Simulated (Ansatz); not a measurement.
## Molecular dynamics of C

Input:

```yaml
crystal:
  lattice:
    - [9.864, 0.0, 0.0]
    - [-4.932, 8.542475, 0.0]
    - [0.0, 0.0, 11.0]
  atoms:
    - { symbol: C, position: [-0.01941001, -0.00859163, 0.09675767] }
    - { symbol: C, position: [0.14688599, 0.07086177, 0.09531082] }
    - { symbol: C, position: [-0.0150061, 0.24178804, 0.10714682] }
    - { symbol: C, position: [0.14676767, 0.32740688, 0.09807054] }
    - { symbol: C, position: [-0.01713764, 0.48956048, 0.10595218] }
    - { symbol: C, position: [0.14426982, 0.57538855, 0.09788396] }
    - { symbol: C, position: [-0.01290647, 0.74465484, 0.0875648] }
    - { symbol: C, position: [0.14647279, 0.82258633, 0.08732778] }
    - { symbol: C, position: [0.23356349, -0.00832773, 0.08809376] }
    - { symbol: C, position: [0.40361752, 0.07237894, 0.0880911] }
    - { symbol: C, position: [0.23236197, 0.24555641, 0.08655165] }
    - { symbol: C, position: [0.39702918, 0.32305103, 0.07859574] }
    - { symbol: C, position: [0.22820458, 0.49272059, 0.09656218] }
    - { symbol: C, position: [0.39864421, 0.5752024, 0.10043251] }
    - { symbol: C, position: [0.22560274, 0.74178976, 0.09216418] }
    - { symbol: C, position: [0.39130642, 0.82820848, 0.08914836] }
    - { symbol: C, position: [0.48407534, -0.00633219, 0.09030263] }
    - { symbol: C, position: [0.65324004, 0.0719597, 0.11152821] }
    - { symbol: C, position: [0.47634922, 0.23993265, 0.09497796] }
    - { symbol: C, position: [0.64749585, 0.3249838, 0.10832127] }
    - { symbol: C, position: [0.48715607, 0.49689039, 0.08834386] }
    - { symbol: C, position: [0.655364, 0.57504017, 0.09406939] }
    - { symbol: C, position: [0.47800979, 0.74121784, 0.09798829] }
    - { symbol: C, position: [0.64652527, 0.8228347, 0.09930179] }
    - { symbol: C, position: [0.7368897, -0.00898344, 0.11564227] }
    - { symbol: C, position: [0.9012149, 0.07671259, 0.10763169] }
    - { symbol: C, position: [0.72551103, 0.23611861, 0.11605143] }
    - { symbol: C, position: [0.89896011, 0.32087688, 0.11598096] }
    - { symbol: C, position: [0.73575818, 0.4923149, 0.08878913] }
    - { symbol: C, position: [0.89805251, 0.5735247, 0.08918382] }
    - { symbol: C, position: [0.73521829, 0.74406197, 0.09740762] }
    - { symbol: C, position: [0.89803629, 0.82506045, 0.09000642] }
basis:
  ecutwfc: 420.0
kpoints:
  mp_grid: { grid: [1, 1, 1] }
hamiltonian:
  xc: pbesol
  pseudopotentials: { kind: paw, azcp: { folder: soft_1 } }
scf:
  occupations: { method: fermi_dirac, width: 0.02 }
  lower_state_search: "off"
md:
  timestep: 1
  n_steps: 260
  ensemble: nve
  temperature: 1050.0
  initial_velocities: maxwell_boltzmann
  seed: 718003
```

Command:

```bash
$ ansatz run input.yaml --threads 1 --pin off --max-ram 3072MiB --backend cpu --events-out ev --progress --plain --runs-dir out
```

It goes on from the last frame of an earlier run, with new velocities.

Output, in part (step lines):

```
md step     0: t =     0.00 fs  T =  1050.0 K  F+E_penalty+E_count = -7892.73133187 eV  E_kin = 4.207413 eV  conserved = -7888.52391890 eV  (10 SCF iters)
md step     1: t =     1.00 fs  T =   990.9 K  F+E_penalty+E_count = -7892.49084870 eV  E_kin = 3.970748 eV  conserved = -7888.52010086 eV  (8 SCF iters)
md step     2: t =     2.00 fs  T =   908.0 K  F+E_penalty+E_count = -7892.15421428 eV  E_kin = 3.638365 eV  conserved = -7888.51584902 eV  (8 SCF iters)
md step     3: t =     3.00 fs  T =   817.7 K  F+E_penalty+E_count = -7891.78881422 eV  E_kin = 3.276749 eV  conserved = -7888.51206509 eV  (8 SCF iters)
md step     4: t =     4.00 fs  T =   735.1 K  F+E_penalty+E_count = -7891.45506525 eV  E_kin = 2.945732 eV  conserved = -7888.50933372 eV  (8 SCF iters)
md step     5: t =     5.00 fs  T =   671.0 K  F+E_penalty+E_count = -7891.19669850 eV  E_kin = 2.688765 eV  conserved = -7888.50793354 eV  (5 SCF iters)
md step     6: t =     6.00 fs  T =   630.9 K  F+E_penalty+E_count = -7891.03606040 eV  E_kin = 2.528198 eV  conserved = -7888.50786223 eV  (4 SCF iters)
md step     7: t =     7.00 fs  T =   615.2 K  F+E_penalty+E_count = -7890.97411285 eV  E_kin = 2.465242 eV  conserved = -7888.50887038 eV  (4 SCF iters)
[... lines left out ...]
```

The steps, from the saved trajectory:

| time (fs) | T (K) | potential energy less start (eV) | conserved less start (meV/atom) |
| --- | --- | --- | --- |
| 0.0 | 1050 | 0.000 | 0.00 |
| 8.0 | 620 | 1.737 | 0.42 |
| 16.0 | 766 | 1.150 | 0.36 |
| 24.0 | 735 | 1.273 | 0.37 |
| 32.0 | 704 | 1.396 | 0.34 |
| 40.0 | 733 | 1.280 | 0.37 |
| 48.0 | 773 | 1.120 | 0.25 |
| 56.0 | 609 | 1.784 | 0.48 |
| 64.0 | 783 | 1.075 | 0.17 |
| 72.0 | 735 | 1.270 | 0.26 |
| 80.0 | 874 | 0.712 | 0.19 |
| 88.0 | 631 | 1.689 | 0.39 |
| 96.0 | 818 | 0.936 | 0.21 |
| 104.0 | 780 | 1.095 | 0.37 |
| 112.0 | 814 | 0.952 | 0.27 |
| 120.0 | 658 | 1.586 | 0.47 |
| 128.0 | 665 | 1.556 | 0.46 |
| 136.0 | 774 | 1.113 | 0.26 |
| 144.0 | 794 | 1.030 | 0.17 |
| 152.0 | 656 | 1.589 | 0.38 |
| 160.0 | 765 | 1.151 | 0.22 |
| 168.0 | 721 | 1.326 | 0.17 |
| 176.0 | 704 | 1.396 | 0.33 |
| 184.0 | 897 | 0.623 | 0.25 |
| 192.0 | 746 | 1.230 | 0.36 |
| 200.0 | 667 | 1.547 | 0.39 |
| 208.0 | 752 | 1.207 | 0.33 |
| 216.0 | 875 | 0.709 | 0.23 |
| 224.0 | 654 | 1.601 | 0.52 |
| 232.0 | 693 | 1.444 | 0.42 |
| 240.0 | 747 | 1.221 | 0.27 |
| 248.0 | 719 | 1.332 | 0.19 |
| 256.0 | 648 | 1.626 | 0.46 |

All steps were run. The conserved energy stayed within 0.55 meV per atom of its start (net change 0.21 meV per atom), so the integration is sound. A run of 0.26 ps of so small a system gives no equilibrium averages. Limits of this set-up: coarse k mesh, slab without dipole correction, PAW files made for another functional.

Mean squared displacements from the first frame to the last, about the centre of mass: C 0.04 Å².

Last frame:

```xyz
32
Lattice="9.8640 0.0000 0.0000 -4.9320 8.5425 0.0000 0.0000 0.0000 11.0000" Properties=species:S:1:pos:R:3
C -0.095 -0.066 1.026
C 1.115 0.652 0.977
C -1.383 2.047 0.899
C -0.069 2.758 0.930
C -2.598 4.227 1.248
C -1.381 4.929 1.240
C -3.878 6.367 1.112
C -2.624 7.084 1.391
C 2.327 -0.066 1.166
C 3.570 0.606 1.229
C 1.081 2.018 0.807
C 2.360 2.686 0.986
C -0.179 4.131 1.139
C 1.034 4.929 1.103
C -1.365 6.350 1.287
C -0.079 7.040 1.242
C 4.806 -0.091 1.195
C 5.950 0.654 1.144
C 3.623 2.025 1.082
C 4.814 2.814 1.025
C 2.300 4.105 0.962
C 3.572 4.908 0.885
C 1.075 6.363 1.101
C 2.288 7.086 1.030
C 7.237 -0.061 0.921
C 8.543 0.624 0.829
C 6.034 2.061 1.147
C 7.266 2.784 1.177
C 4.823 4.241 0.926
C 6.049 4.908 1.091
C 3.539 6.389 0.852
C 4.798 7.066 0.963
```

Run time: 23 min on 1 thread of Arm Neoverse V1 (shared host), peak memory 0.71 GiB.
